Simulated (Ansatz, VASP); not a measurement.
# Two plane-wave programs on GaSb

```
Ga Sb
1.0
     0.00000    3.06647    3.06647
     3.06647    0.00000    3.06647
     3.06647    3.06647    0.00000
Ga Sb
1 1
Cartesian
  0.0000 0.0000 0.0000
  1.5332 1.5332 1.5332
```

Alike in both runs: task single point; functional r2SCAN; k mesh 8 × 8 × 8; no spin polarisation.

|  | VASP | Ansatz |
| --- | --- | --- |
| version | VASP 6.6.1 | Ansatz 0.2.0 |
| potentials or method | VASP PAW PBE potentials, release 64 (Ga_d, Sb) | scalar-relativistic, plane waves, PAW |
| plane-wave cutoff (eV) | 520 | 500 |
| occupations | gaussian, width 0.01 eV | fixed |
| valence electrons in the cell | 18 | 28 |

|  | VASP | Ansatz | Ansatz less VASP |
| --- | --- | --- | --- |
| gap on the k mesh at the Fermi level (eV) | 0.39 | 0.42 | +0.022 |
| least direct gap on the mesh (eV) | 0.39 | 0.42 | +0.022 |
| pressure (GPa) | 0.1 | 0.0 | -0.07 |

The two sets of potentials don't hold the same shells in valence.

Caveats: the PAW data sets were made with another functional, which shifts forces and pressure a little (VASP); spin-orbit coupling is left out, which moves the levels of the heavy elements.
